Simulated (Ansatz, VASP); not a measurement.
## Ag in VASP and in Ansatz

```
Ag
1.0
     2.72317    0.00000    0.00000
    -1.36158    2.35833    0.00000
     0.00000    0.00000    2.65359
Ag
1
Direct
  0.00000 0.00000 0.00000
```

Alike in both runs: functional LDA; k mesh 16 × 16 × 15; occupations fermi-dirac, width 0.1 eV; no spin polarisation.

Ansatz relaxed the structure, and its values are those at the end. VASP's run is a single point on that final structure, the one shown.

|  | VASP | Ansatz |
| --- | --- | --- |
| version | VASP 6.6.1 | Ansatz 0.2.0 |
| potentials or method | VASP PAW LDA potentials, release 64 (Ag) | PAW with Ansatz's default frozen-core files, scalar-relativistic |
| plane-wave cutoff (eV) | 520 | 420 |
| valence electrons in the cell | 11 | 19 |

VASP gave:

| Property | Result |
| --- | --- |
| pressure (GPa) | 2.3 |

Q: Estimate Ansatz's values.

A: Pressure (GPa): 2.2.

The two sets of potentials don't hold the same shells in valence.
